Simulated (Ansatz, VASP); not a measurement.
# Two plane-wave programs on LiF

Contents of POSCAR:

```
LiF
1.0
    0.0000000000      1.9948986626      1.9948986626
    1.9948986626      0.0000000000      1.9948986626
    1.9948986626      1.9948986626      0.0000000000
Li F
1 1
Direct
    0.0000000000      0.0000000000      0.0000000000
    0.5000000000      0.5000000000      0.5000000000
```

The input INCAR.step1:

```
SYSTEM = LiF
ALGO = Normal
EDIFF = 1E-4
ENCUT = 520
GGA = PE
ISMEAR = 0
LASPH = .TRUE.
LCHARG = .FALSE.
LREAL = .FALSE.
LWAVE = .TRUE.
NBANDS = 12
NELM = 100
PREC = Accurate
SIGMA = 0.02
```

File INCAR.step2:

```
SYSTEM = LiF
ALGO = Normal
EDIFF = 1E-7
ENCUT = 520
ISIF = 2
ISMEAR = 0
ISTART = 1
LASPH = .TRUE.
LCHARG = .FALSE.
LMIXTAU = .TRUE.
LREAL = .FALSE.
LWAVE = .FALSE.
METAGGA = R2SCAN
NBANDS = 12
NELM = 100
PREC = Accurate
SIGMA = 0.02
```

The input KPOINTS:

```
k-points
0
G
  10 10 10
  0 0 0
```

Input for Ansatz:

```yaml
crystal:
  lattice:
    - [0.0, 1.9948986626, 1.9948986626]
    - [1.9948986626, 0.0, 1.9948986626]
    - [1.9948986626, 1.9948986626, 0.0]
  atoms:
    - { symbol: Li, position: [0.0, 0.0, 0.0] }
    - { symbol: F, position: [0.5, 0.5, 0.5] }
basis:
  ecutwfc: 500
kpoints:
  mp_grid: { grid: [10, 10, 10] }
  band_path:
    path:
      - [[0.0, 0.0, 0.0], [0.5, 0.0, 0.5], [0.625, 0.25, 0.625]]
      - [[0.375, 0.375, 0.75], [0.0, 0.0, 0.0], [0.5, 0.5, 0.5], [0.5, 0.25, 0.75], [0.5, 0.0, 0.5]]
    npoints: 14
hamiltonian:
  xc: r2scan
scf:
  occupations: { method: gaussian, width: 0.02 }
  n_extra_bands: 6
output:
  forces: true
  stress: true
  eigenvalues: true
  populations: true
  dos: { projected: true, de: 0.02, nscf_kmesh: { grid: [15, 15, 15] } }
  bader: true
  write_density: true
  write_potential: true
  elf: true
  volumetric_format: npy
```

Alike in both runs: task single point; functional r2SCAN; k mesh 10 × 10 × 10; occupations gaussian, width 0.02 eV; no spin polarisation.

```csv
,VASP,Ansatz
version,VASP 6.6.1,Ansatz 0.2.0
potentials or method,"VASP PAW PBE potentials, release 64 (Li_sv, F)","scalar-relativistic, plane waves, PAW"
plane-wave cutoff (eV),520,500
valence electrons in the cell,10,10
```

```tsv
	VASP	Ansatz	Ansatz less VASP
gap on the k mesh at the Fermi level (eV)	10.55	10.33	-0.223
least direct gap on the mesh (eV)	10.55	10.33	-0.223
```

 A k mesh can miss the band edges. r2SCAN opens gaps a little over a GGA but as a rule still falls short of measured ones.
